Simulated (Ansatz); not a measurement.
**Zr: response to strain**

Aim: deform Zr (equal xy, yz and zx engineering shear strains of -2 %) and compute stress, forces and field gradients with LAPW, PAW and all-electron datasets made for the crystal.

Method: DFT PBE, scalar-relativistic, in Ansatz 0.2.0.

### Step 1. The structure to begin with

Symmetry: P6_3/mmc, No. 194, hexagonal system. The conventional cell has a = 3.232 Å, b = 3.232 Å, c = 5.147 Å, α = 90.00°, β = 90.00°, γ = 120.00°. Around Zr (site symmetry -6m2) lie 12 Zr at 3.18 to 3.23 Å.

Coordinates:

```xyz
2
Lattice="3.2320 0.0000 0.0000 -1.6160 2.7990 0.0000 0.0000 0.0000 5.1470" Properties=species:S:1:pos:R:3 pbc="T T T"
Zr    0.0000    1.8660    1.2868
Zr    1.6160    0.9330    3.8603
```

Atoms are numbered in the order of the input: Zr1, Zr2.

### Step 2. After the deformation

Space group P6_3/mmc before, P-1 after.

### Step 3. All-electron LAPW

The input, input.yaml:

```yaml
crystal:
  lattice:
    - [3.2319982225, -0.0323199822, -0.0323199822]
    - [-1.6439890369, 2.8151525567, -0.0118299345]
    - [-0.05147, -0.05147, 5.147]
  atoms:
    - { symbol: Zr, position: [0.3333333333, 0.6666666667, 0.25] }
    - { symbol: Zr, position: [0.6666666667, 0.3333333333, 0.75] }
kpoints:
  mp_grid: { grid: [13, 13, 7] }
  band_path:
    path:
      - [0.0, 0.0, 0.0]
      - [0.0, 0.0, 0.5]
      - [-0.5, 0.5, 0.0]
      - [0.0, 0.0, 0.0]
      - [0.0, -0.5, 0.0]
      - [-0.5, 0.0, 0.5]
      - [0.0, 0.0, 0.0]
      - [-0.5, 0.0, 0.0]
      - [0.0, -0.5, 0.5]
    npoints: 5
scf:
  occupations: { method: fermi_dirac, width: 0.08 }
hamiltonian:
  xc: pbe
  pseudopotentials: { kind: all_electron, lapw: { basis_error: 0.001 } }
output:
  forces: true
  stress: true
  eigenvalues: true
```

The run is started by

```
$ ansatz run input.yaml --threads 1 --pin off --max-ram 3072MiB --backend cpu --events-out ev --progress --plain --runs-dir out
```

### Step 4. PAW with frozen cores

The input, input.yaml:

```yaml
crystal:
  lattice:
    - [3.2319982225, -0.0323199822, -0.0323199822]
    - [-1.6439890369, 2.8151525567, -0.0118299345]
    - [-0.05147, -0.05147, 5.147]
  atoms:
    - { symbol: Zr, position: [0.3333333333, 0.6666666667, 0.25] }
    - { symbol: Zr, position: [0.6666666667, 0.3333333333, 0.75] }
kpoints:
  mp_grid: { grid: [13, 13, 7] }
scf:
  occupations: { method: fermi_dirac, width: 0.08 }
hamiltonian:
  xc: pbe
  pseudopotentials: { kind: paw }
output:
  forces: true
  stress: true
  eigenvalues: true
  efg: { contact_densities: true }
  write_density: true
  write_potential: true
  elf: true
  volumetric_format: npy
```

### Step 5. All-electron PAW on datasets made for the crystal

input.yaml, as its differences from that of step 4:

```diff
@@ -14,3 +14,3 @@
   xc: pbe
-  pseudopotentials: { kind: paw }
+  pseudopotentials: { kind: all_electron, datasets: crystal }
 output:
@@ -20,5 +20 @@
   efg: { contact_densities: true }
-  write_density: true
-  write_potential: true
-  elf: true
-  volumetric_format: npy
```

(Steps that only read results are left out.)

What does the calculation give? Wanted: pressure; largest shear or deviatoric stress.

As calculated:

| quantity | value |
| --- | --- |
| pressure | LAPW 0.52, PAW 0.50, crystal datasets 0.52 GPa |
| largest shear or deviatoric stress (LAPW) | 0.97 GPa |

**Reading.** The largest part of the stress beyond the pressure is 0.97 GPa in size, in the xy component; the atoms are carried along and not relaxed. No run of the undeformed cell stands beside it, so the pressure holds what the given cell had before the change. PAW: stress within 0.02 GPa of LAPW, forces within 1 meV/Å. Crystal datasets: stress within 0.01 GPa of LAPW, forces within 1 meV/Å.
